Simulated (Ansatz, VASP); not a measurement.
Given: the input of a run of VASP 6.6.1 on Al.

The input POSCAR:

```
Al
1.0
    0.0000000000      2.0645171409      2.0645171409
    2.0645171409      0.0000000000      2.0645171409
    2.0645171409      2.0645171409      0.0000000000
Al
1
Direct
    0.0000000000      0.0000000000      0.0000000000
```

File INCAR.step1:

```
PREC = Accurate
ENCUT = 520
EDIFF = 1E-5
ISMEAR = -1
SIGMA = 0.05
LREAL = False
LASPH = True
NELM = 60
ALGO = Normal
ISIF = 2
LWAVE = True
LCHARG = False
GGA = PE
NBANDS = 8
```

INCAR.step2

```
PREC = Accurate
ENCUT = 520
EDIFF = 1E-7
ISMEAR = -1
SIGMA = 0.05
LREAL = False
LASPH = True
NELM = 60
ALGO = Normal
ISIF = 2
LWAVE = False
LCHARG = False
METAGGA = R2SCAN
LHFCALC = True
AEXX = 0.1
LMIXTAU = True
PRECFOCK = Normal
ISTART = 1
NBANDS = 8
```

The input KPOINTS:

```
Automatic mesh
0
Gamma
  6 6 6
```

Potentials or basis: VASP PAW PBE potentials, release 64 (Al).

Run with:

```sh
$ cat potpaw_PBE.64/Al/POTCAR > POTCAR
$ cp INCAR.step1 INCAR
$ mpirun -np 1 vasp_std > vasp.out
$ cp INCAR.step2 INCAR
$ mpirun -np 1 vasp_std > vasp.out
```

Task: Set up the same calculation for Ansatz 0.2.0. Potentials there: Ansatz PAW.

Result: As run (the cutoff follows the program's own potentials):

Contents of input.yaml:

```yaml
crystal:
  lattice:
    - [0.0, 2.0645171409, 2.0645171409]
    - [2.0645171409, 0.0, 2.0645171409]
    - [2.0645171409, 2.0645171409, 0.0]
  atoms:
    - { symbol: Al, position: [0.0, 0.0, 0.0] }
hamiltonian:
  xc: r2scanh
  pseudopotentials: { kind: paw }
kpoints:
  mp_grid: { grid: [6, 6, 6] }
scf:
  occupations: { method: fermi_dirac, width: 0.05 }
output:
  forces: true
  stress: true
  eigenvalues: true
```

Potentials or basis: Ansatz PAW.

Launch:

```sh
$ ansatz run input.yaml --threads 2 --pin off --max-ram 5632MiB --backend cpu --events-out ev --progress --plain --runs-dir out
```

Both were run:

|  | VASP | Ansatz | Ansatz less VASP |
| --- | --- | --- | --- |
| gap on the k mesh at the Fermi level (eV) | none | none | - |
| pressure (GPa) | -7.0 | -6.8 | +0.21 |

A gap of «none» marks a metal or a gap that the smearing closes. The functional is the same, so the differences come from potentials, cutoffs and numerics.

Caveats: the k mesh is coarse (spacing up to 0.44 Å⁻¹), so the values aren't converged, least of all with exact exchange; the PAW data sets were made with another functional, which shifts forces and pressure a little (VASP); the PAW data sets come from PBE, with cores solved anew for the run's functional, which leaves a small shift of forces and pressure (Ansatz); the thresholds are loose for stress (Ansatz).
